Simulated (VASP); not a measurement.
# Ti (P6_3/mmc) in VASP: further runs

Runs on Ti. Level: PBE. Tasks: relaxation of cell and atoms, relaxation of shape and atoms at fixed volume.

Program: VASP 6.6.1. These are calculated values, not measurements. Logs are shortened: lines on timing, memory, paths and dates and some standing lists are left out, and cuts for length are marked.

## (1) The crystal as given

The structure is hexagonal, space group P6_3/mmc (No. 194). Conventional cell: a = 2.950 Å, b = 2.950 Å, c = 4.680 Å, α = 90.00°, β = 90.00°, γ = 120.00°. Around Ti (site symmetry -6m2) lie 12 Ti at 2.89 to 2.95 Å.

## (2) Relaxation of cell and atoms, PBE

Contents of INCAR:

```
PREC     = Accurate       # precision mode
ENCUT    = 600            # plane-wave cutoff, eV
EDIFF    = 1E-6           # SCF threshold, eV
ISMEAR   = 1              # smearing method
SIGMA    = 0.1            # smearing width, eV
LREAL    = F              # projectors in reciprocal space
LASPH    = T              # aspherical terms in the spheres
NELM     = 80             # most SCF steps
ALGO     = Normal         # electronic algorithm
ISIF     = 3              # what is computed and relaxed
LWAVE    = F              # write WAVECAR
LCHARG   = F              # write CHGCAR
GGA      = PE             # functional
IBRION   = 2              # ionic algorithm
NSW      = 90             # ionic steps
EDIFFG   = -0.01          # ionic threshold
```

Contents of KPOINTS:

```
regular mesh
0
Gamma
  15 15 8
```

Contents of POSCAR:

```
Ti
1.0
    2.9500000000      0.0000000000      0.0000000000
   -1.4750000000      2.5547749412      0.0000000000
    0.0000000000      0.0000000000      4.6800000000
Ti
2
Direct
    0.3333333333      0.6666666667      0.2500000000
    0.6666666667      0.3333333333      0.7500000000
```

Potentials or basis: VASP PAW PBE potentials, release 64 (Ti_sv).

The run is started by

```bash
$ cat potpaw_PBE.64/Ti_sv/POTCAR > POTCAR
$ mpirun -np 1 vasp_std > vasp.out
```

OUTCAR:

```text
PREC = Accurate
   ENCUT = 600
   EDIFF = 1E-6
   ISMEAR = 1
   LREAL = F
   LASPH = T
   NELM = 80
   ISIF = 3
   GGA = PE
   IBRION = 2
   NSW = 90
   EDIFFG = -0.01

 ion  position               nearest neighbor table
   1  0.333  0.667  0.250-   2 2.89   2 2.89   2 2.89   2 2.89   2 2.89   2 2.89
   2  0.667  0.333  0.750-   1 2.89   1 2.89   1 2.89   1 2.89   1 2.89   1 2.89

  LATTYP: Found a hexagonal cell.
 ALAT       =     2.9500000000
 C/A-ratio  =     1.5864406780

  Lattice vectors:

 A1 = (   2.9500000000,   0.0000000000,   0.0000000000)
 A2 = (  -1.4750000000,   2.5547749412,   0.0000000000)
 A3 = (   0.0000000000,   0.0000000000,   4.6800000000)

Analysis of symmetry for initial positions (statically):
=====================================================================
 Subroutine PRICEL returns:
 Original cell was already a primitive cell.

 Routine SETGRP: Setting up the symmetry group for a
 hexagonal supercell.

 Subroutine GETGRP returns: Found 24 space group operations
 (whereof 12 operations were pure point group operations)
 out of a pool of 24 trial point group operations.

The static configuration has the point symmetry D_3d.
 The point group associated with its full space group is D_6h.

Analysis of symmetry for dynamics (positions and initial velocities):
=====================================================================
 Subroutine PRICEL returns:
 Original cell was already a primitive cell.

 Routine SETGRP: Setting up the symmetry group for a
 hexagonal supercell.

 Subroutine GETGRP returns: Found 24 space group operations
 (whereof 12 operations were pure point group operations)
 out of a pool of 24 trial point group operations.

The dynamic configuration has the point symmetry D_3d.
 The point group associated with its full space group is D_6h.

 Subroutine INISYM returns: Found 24 space group operations
 (whereof 12 operations are pure point group operations),
 and found     1 'primitive' translations

----------------------------------------------------------------------------------------

                                     Primitive cell

  volume of cell :      35.2712

[... 96 lines left out ...]
   POTIM  = 0.5000    time-step for ionic-motion
   TEBEG  =    0.0;   TEEND  =   0.0 temperature during run
   PSTRESS=    0.0 pullay stress
   NELECT =      24.0000    total number of electrons
   NUPDOWN=      -1.0000    fix difference up-down
   EMIN   =  10.00;   EMAX   =-10.00  energy-range for DOS
   EFERMI =   0.00;   METHOD = LEGACY
   ISMEAR =     1;   SIGMA  =   0.10  broadening in eV -4-tet -1-fermi 0-gaus
   EFERMI_NEDOS =   21; number of points for ismear=-14 and -15
   IALGO  =     38    algorithm
   IMIX   =      4    mixing-type and parameters
     AMIX     =   0.40;   BMIX     =  1.00
     AMIX_MAG =   1.60;   BMIX_MAG =  1.00
  volume/ion in A,a.u.               =      17.64       119.01
  Fermi-wavevector in a.u.,A,eV,Ry     =   1.439920  2.721055 28.209912  2.073370
  Thomas-Fermi vector in A             =   2.558722
   LORBIT       =      0    0 simple, 1 ext, 2 COOP (PROOUT), +10 PAW based schemes
   GGA     = PE    functional components
   LHFCALC =     F    Hartree Fock is set to
   AEXX    =    0.0000 exact exchange contribution
   IVDW    =     0    specifies the selected vdW correction
   LEPSILON=     F    determine dielectric tensor
   LRPA    =     F    only Hartree local field effects (RPA)
 conjugate gradient relaxation of ions
 non-spin polarized calculation
 Methfessel and Paxton  Order N= 1 SIGMA  =   0.10
  energy-cutoff  :      600.00
  volume of cell :       35.27
 maximum number of plane-waves:      1194
 NGX is ok and might be reduce to    24
   NGX = 11   NGY = 11   NGZ = 19

--------------------------------------- Ionic step        1  -------------------------------------------

 number of electron      23.9999997 magnetization

 Free energy of the ion-electron system (eV)
  ---------------------------------------------------
  ext. energy  EPLUGINS =         0.00000000
  ---------------------------------------------------
  free energy    TOTEN  =       -15.66858450 eV

  energy without entropy =      -15.66927353  energy(sigma->0) =      -15.66881417

------------------------ aborting loop because EDIFF is reached ----------------------------------------

  FORCE on cell =-STRESS in cart. coord.  units (eV):
  Direction    XX          YY          ZZ          XY          YZ          ZX
  --------------------------------------------------------------------------------------
  -------------------------------------------------------------------------------------
  Total       -0.3624810     -0.3624810     -0.4292084      0.0000000     -0.0000000      0.0000000
  in kB      -16.4655126    -16.4655126    -19.4965714      0.0000000     -0.0000000      0.0000000
  external PRESSURE =     -17.4758655 kB  Pullay stress =       0.0000000 kB
[... 131 lines left out ...]
--------------------------------------- Ionic step        5  -------------------------------------------

 number of electron      23.9999993 magnetization

 Free energy of the ion-electron system (eV)
  ---------------------------------------------------
  ext. energy  EPLUGINS =         0.00000000
  ---------------------------------------------------
  free energy    TOTEN  =       -15.67179781 eV

  energy without entropy =      -15.67223598  energy(sigma->0) =      -15.67194387

 E-fermi :   8.3586     XC(G=0): -11.5044

 val. band max:        8.3565799670   @ k =   0.1333   0.0000   0.0000
 cond. band min:       8.3609953354   @ k =   0.1333   0.0667   0.3750
 fundamental gap:      0.0044153683
 Fermi energy:         8.3585905122

 k-point     1 :       0.0000    0.0000    0.0000
  band No.  band energies     occupation
      1     -48.5134      2.00000
      2     -48.3757      2.00000
      3     -25.1070      2.00000
      4     -24.4554      2.00000
      5     -24.4554      2.00000
      6     -24.3958      2.00000
[... 433 lines left out ...]
      3     -24.8796      2.00000
      4     -24.7596      2.00000
      5     -24.7514      2.00000
      6     -24.6817      2.00000
[... 8 lines left out ...]
     15       9.6853     -0.00000
     16      11.3867      0.00000

 [... further k-points ...]

------------------------ aborting loop because EDIFF is reached ----------------------------------------

  FORCE on cell =-STRESS in cart. coord.  units (eV):
  Direction    XX          YY          ZZ          XY          YZ          ZX
  --------------------------------------------------------------------------------------
  -------------------------------------------------------------------------------------
  Total        0.0180896      0.0180896     -0.0120039      0.0000000     -0.0000000      0.0000000
  in kB        0.8355034      0.8355034     -0.5544217      0.0000000     -0.0000000      0.0000000
  external PRESSURE =       0.3721950 kB  Pullay stress =       0.0000000 kB
[... 17 lines left out ...]
  FREE ENERGIE OF THE ION-ELECTRON SYSTEM (eV)
  ---------------------------------------------------
  free  energy   TOTEN  =       -15.6717978103 eV

  energy  without entropy=      -15.6722359751  energy(sigma->0) =      -15.67194387

 reached required accuracy - stopping structural energy minimisation
```

It took 6 min on 1 thread of AMD EPYC 7R43 (Zen 3), shared host; peak memory 0.18 GiB.

Results:

* Free energy: -15.6718 eV
* Relaxed volume: 17.34 Å³/atom
* Relaxed cell: a = 2.936 Å, b = 2.936 Å, c = 4.648 Å, α = 90.00°, β = 90.00°, γ = 120.00°
* Space group after relaxing (to 0.05 Å): P6_3/mmc (No. 194)
* Energy gained by relaxing: 1.6 meV/atom
* Ionic steps: 5
* Pressure after relaxing: 0.0 GPa
* Band gap on the k mesh: none (metal or under the smearing width)

Step by step:
```csv
step,energy change (eV),largest force (eV/Å),pressure (GPa),volume (Å³)
1,0.0000,0.0000,-1.75,35.27
2,-0.0015,0.0000,1.33,34.30
3,-0.0032,0.0000,0.00,34.70
4,-0.0032,0.0000,0.04,34.69
5,-0.0032,0.0000,0.04,34.69
```

Final structure:
```
Ti
1.0
     2.93564    0.00000    0.00000
    -1.46782    2.54233    0.00000
     0.00000    0.00000    4.64790
Ti
2
Direct
  0.33333 0.66667 0.25000
  0.66667 0.33333 0.75000
```

Levels at points of the mesh, in eV from the Fermi level:
| k point | band 8 | band 9 | band 10 | band 11 | band 12 | band 13 | band 14 | band 15 | band 16 |
| --- | --- | --- | --- | --- | --- | --- | --- | --- | --- |
| (0.00, 0.00, 0.00) | -32.71 | -6.22 | -2.70 | 0.77 | 0.77 | 0.77 | 0.88 | 1.27 | 1.27 |
| (0.00, 0.00, 0.50) | -32.76 | -4.36 | -4.36 | 0.07 | 0.07 | 0.67 | 0.67 | 0.67 | 0.67 |

## (3) Relaxation of cell and atoms, PBE

This run uses another cell than the first one, of 17.34 Å³/atom, 0.983 times its volume.

INCAR: that of step 2 with these lines changed.

```diff
@@ -2,3 +2,3 @@
 ENCUT    = 600            # plane-wave cutoff, eV
-EDIFF    = 1E-6           # SCF threshold, eV
+EDIFF    = 1E-7           # SCF threshold, eV
 ISMEAR   = 1              # smearing method
@@ -15,2 +15,2 @@
 NSW      = 90             # ionic steps
-EDIFFG   = -0.01          # ionic threshold
+EDIFFG   = -0.005         # ionic threshold
```

KPOINTS is that of step 2.

Contents of POSCAR:

```
Ti                                      
1.0
    2.9356353298      0.0000000000     -0.0000000000
   -1.4678176649      2.5423347719      0.0000000000
   -0.0000000000     -0.0000000000      4.6479011290
  Ti            
     2
Direct
     0.3333333332999970    0.6666666667000030    0.2500000000000000
     0.6666666667000030    0.3333333332999970    0.7500000000000000
```

Potentials or basis: VASP PAW PBE potentials, release 64 (Ti_sv).

The run is started by

```bash
$ cat potpaw_PBE.64/Ti_sv/POTCAR > POTCAR
$ mpirun -np 1 vasp_std > vasp.out
```

Run time: 4.1 min. Hardware: 1 thread of AMD EPYC 7R43 (Zen 3), shared host; peak memory 0.19 GiB.

Results (log left out):

```
Free energy                            : -15.6716 eV
Relaxed volume                         : 17.35 Å³/atom
Relaxed cell                           : a = 2.937 Å, b = 2.937 Å, c = 4.645 Å, α = 90.00°, β = 90.00°, γ = 120.00°
Space group after relaxing (to 0.05 Å) : P6_3/mmc (No. 194)
Energy gained by relaxing              : 0.0 meV/atom
Ionic steps                            : 4
Pressure after relaxing                : 0.0 GPa
Band gap on the k mesh                 : none (metal or under the smearing width)
```

Final structure:
```
Ti
1.0
     2.93708    0.00000    0.00000
    -1.46854    2.54358    0.00000
     0.00000    0.00000    4.64509
Ti
2
Direct
  0.33333 0.66667 0.25000
  0.66667 0.33333 0.75000
```

Levels at points of the mesh, in eV from the Fermi level:
```tsv
k point	band 10	band 11	band 12	band 13	band 14	band 15
(0.00, 0.00, 0.00)	-2.70	0.76	0.76	0.78	0.88	1.26
(0.00, 0.00, 0.50)	-4.36	0.08	0.08	0.67	0.67	0.67
```

## (4) Relaxation of shape and atoms at fixed volume, PBE (a relaxed cell with its volume scaled by 0.94)

INCAR: that of step 3 with these lines changed.

```diff
@@ -8,4 +8,4 @@
 NELM     = 80             # most SCF steps
-ALGO     = Normal         # electronic algorithm
-ISIF     = 3              # what is computed and relaxed
+ALGO     = Fast           # electronic algorithm
+ISIF     = 4              # what is computed and relaxed
 LWAVE    = F              # write WAVECAR
@@ -14,3 +14,3 @@
 IBRION   = 2              # ionic algorithm
-NSW      = 90             # ionic steps
-EDIFFG   = -0.005         # ionic threshold
+NSW      = 40             # ionic steps
+EDIFFG   = -0.01          # ionic threshold
```

KPOINTS is that of step 3.

Contents of POSCAR:

```
Ti                                      
1.0
    2.8771187725      0.0000000000      0.0000000000
   -1.4385593862      2.4916579467     -0.0000000000
    0.0000000000     -0.0000000000      4.5502616884
  Ti            
     2
Direct
     0.3333333332999970    0.6666666667000030    0.2500000000000000
     0.6666666667000030    0.3333333332999970    0.7500000000000000
```

The run is started by

```bash
$ cat potpaw_PBE.64/Ti_sv/POTCAR > POTCAR
$ mpirun -np 1 vasp_std > vasp.out
```

Wall time 7.1 min (1 thread of AMD EPYC 7R43 (Zen 3), shared host); peak memory 0.16 GiB.

The run converged. Its results:

```yaml
Free_energy: -15.6232 eV
Pressure_after_relaxing: 7.6 GPa
Band_gap_on_the_k_mesh: none (metal or under the smearing width)
```

Stress tensor (GPa, compression positive):
```
7.63 0.00 0.00
0.00 7.63 0.00
0.00 0.00 7.50
```

Final structure:
```
Ti
1.0
     2.87712    0.00000    0.00000
    -1.43856    2.49166    0.00000
     0.00000    0.00000    4.55026
Ti
2
Cartesian
  0.0000 1.6611 1.1376
  1.4386 0.8306 3.4127
```

Levels at points of the mesh, in eV from the Fermi level:
| k point | band 9 | band 10 | band 11 | band 12 | band 13 | band 14 | band 15 | band 16 |
| --- | --- | --- | --- | --- | --- | --- | --- | --- |
| (0.00, 0.00, 0.00) | -6.37 | -2.87 | 0.79 | 0.79 | 0.92 | 0.95 | 1.34 | 1.34 |
| (0.00, 0.00, 0.50) | -4.42 | -4.42 | 0.07 | 0.07 | 0.69 | 0.69 | 0.69 | 0.69 |

Caveat: the relaxation stopped at its first step, so nothing moved.

## (5) Relaxation of shape and atoms at fixed volume, PBE (a relaxed cell with its volume scaled by 0.96)

INCAR is that of step 4.

KPOINTS is that of step 4.

Contents of POSCAR:

```
Ti                                      
1.0
    2.8973808399      0.0000000000      0.0000000000
   -1.4486904199      2.5092054118     -0.0000000000
    0.0000000000     -0.0000000000      4.5823068406
  Ti            
     2
Direct
     0.3333333332999970    0.6666666667000030    0.2500000000000000
     0.6666666667000030    0.3333333332999970    0.7500000000000000
```

Potentials or basis: VASP PAW PBE potentials, release 64 (Ti_sv).

The run is started by

```bash
$ cat potpaw_PBE.64/Ti_sv/POTCAR > POTCAR
$ mpirun -np 1 vasp_std > vasp.out
```

OUTCAR:

```text
PREC = Accurate
   ENCUT = 600
   EDIFF = 1E-7
   ISMEAR = 1
   LREAL = F
   LASPH = T
   NELM = 80
   ISIF = 4
   GGA = PE
   IBRION = 2
   NSW = 40
   EDIFFG = -0.01

 ion  position               nearest neighbor table
   1  0.333  0.667  0.250-   2 2.84   2 2.84   2 2.84   2 2.84   2 2.84   2 2.84
   2  0.667  0.333  0.750-   1 2.84   1 2.84   1 2.84   1 2.84   1 2.84   1 2.84

  LATTYP: Found a hexagonal cell.
 ALAT       =     2.8973808399
 C/A-ratio  =     1.5815341834

  Lattice vectors:

 A1 = (   2.8973808399,   0.0000000000,   0.0000000000)
 A2 = (  -1.4486904199,   2.5092054118,   0.0000000000)
 A3 = (   0.0000000000,   0.0000000000,   4.5823068406)

Analysis of symmetry for initial positions (statically):
=====================================================================
 Subroutine PRICEL returns:
 Original cell was already a primitive cell.

 Routine SETGRP: Setting up the symmetry group for a
 hexagonal supercell.

 Subroutine GETGRP returns: Found 24 space group operations
 (whereof 12 operations were pure point group operations)
 out of a pool of 24 trial point group operations.

The static configuration has the point symmetry D_3d.
[... 168 lines left out ...]

 val. band max:        8.7858536017   @ k =   0.0667  -0.0000   0.2500
 cond. band min:       8.8001659819   @ k =   0.0667   0.0667   0.1250
 fundamental gap:      0.0143123802
 Fermi energy:         8.7988116613

 k-point     1 :       0.0000    0.0000    0.0000
  band No.  band energies     occupation
      1     -48.0099      2.00000
      2     -47.8471      2.00000
      3     -24.6531      2.00000
      4     -23.9157      2.00000
      5     -23.9157      2.00000
      6     -23.8414      2.00000
[... 433 lines left out ...]
      3     -24.4001      2.00000
      4     -24.2619      2.00000
      5     -24.2469      2.00000
      6     -24.1738      2.00000
[... 8 lines left out ...]
     15      10.1910     -0.00000
     16      11.9916      0.00000

 [... further k-points ...]

------------------------ aborting loop because EDIFF is reached ----------------------------------------

  FORCE on cell =-STRESS in cart. coord.  units (eV):
  Direction    XX          YY          ZZ          XY          YZ          ZX
  --------------------------------------------------------------------------------------
  -------------------------------------------------------------------------------------
  Total        1.0163738      1.0163738      0.9965144      0.0000000     -0.0000000      0.0000000
  in kB       48.8807753     48.8807753     47.9256719      0.0000000     -0.0000000      0.0000000
  external PRESSURE =      48.5624075 kB  Pullay stress =       0.0000000 kB

 VOLUME and BASIS-vectors are now :
 -----------------------------------------------------------------------------
  energy-cutoff  :      600.00
  volume of cell :       33.31
      direct lattice vectors                 reciprocal lattice vectors
     2.897380840  0.000000000  0.000000000     0.345139302  0.199266269  0.000000000
    -1.448690420  2.509205412  0.000000000     0.000000000  0.398532538  0.000000000
     0.000000000  0.000000000  4.582306841     0.000000000  0.000000000  0.218230694

 POSITION                                       TOTAL-FORCE (eV/Angst)
 -----------------------------------------------------------------------------------
     -0.00000      1.67280      1.14558         0.000000     -0.000000      0.000000
      1.44869      0.83640      3.43673        -0.000000      0.000000      0.000000
 -----------------------------------------------------------------------------------
    total drift:                               -0.000000      0.000000     -0.000000

  FREE ENERGIE OF THE ION-ELECTRON SYSTEM (eV)
  ---------------------------------------------------
  free  energy   TOTEN  =       -15.6505157731 eV

  energy  without entropy=      -15.6506316031  energy(sigma->0) =      -15.65055438

 reached required accuracy - stopping structural energy minimisation
```

OSZICAR:

```text
N       E                     dE             d eps       ncg     rms          rms(c)
DAV:   1     0.258528829432E+03    0.25853E+03   -0.14749E+04  4320   0.207E+03
DAV:   2     0.115818709449E+02   -0.24695E+03   -0.24547E+03  4424   0.516E+02
DAV:   3    -0.163824696084E+02   -0.27964E+02   -0.27734E+02  8552   0.141E+02
[... 43 lines left out ...]
RMM:  47    -0.156505154515E+02   -0.13280E-06   -0.16491E-06  3037   0.471E-03    0.248E-04
RMM:  48    -0.156505155515E+02   -0.99956E-07   -0.13598E-06  2774   0.437E-03    0.266E-04
RMM:  49    -0.156505156427E+02   -0.91187E-07   -0.11570E-06  2421   0.404E-03    0.338E-04
RMM:  50    -0.156505157133E+02   -0.70664E-07   -0.10051E-06  2585   0.385E-03    0.313E-04
RMM:  51    -0.156505157731E+02   -0.59742E-07   -0.82792E-07  2353   0.357E-03
   1 F= -.15650516E+02 E0= -.15650554E+02  d E =-.156505E+02
```

It took 7.2 min on 1 thread of AMD EPYC 7R43 (Zen 3), shared host; peak memory 0.17 GiB.

What came out:

* Free energy: -15.6505 eV
* Pressure after relaxing: 4.9 GPa
* Band gap on the k mesh: none (metal or under the smearing width)

Stress tensor (GPa, compression positive):
```
4.89 0.00 0.00
0.00 4.89 0.00
0.00 0.00 4.79
```

Final structure:
```
Ti
1.0
     2.89738    0.00000    0.00000
    -1.44869    2.50921    0.00000
     0.00000    0.00000    4.58231
Ti
2
Direct
  0.33333 0.66667 0.25000
  0.66667 0.33333 0.75000
```

Levels at points of the mesh, in eV from the Fermi level:
```tsv
k point	band 10	band 11	band 12	band 13	band 14	band 15
(0.00, 0.00, 0.00)	-2.81	0.78	0.78	0.89	0.91	1.32
(0.00, 0.00, 0.50)	-4.40	0.07	0.07	0.68	0.68	0.68
```

Caveat: the relaxation stopped at its first step, so nothing moved.

[end of part 1 of 2]
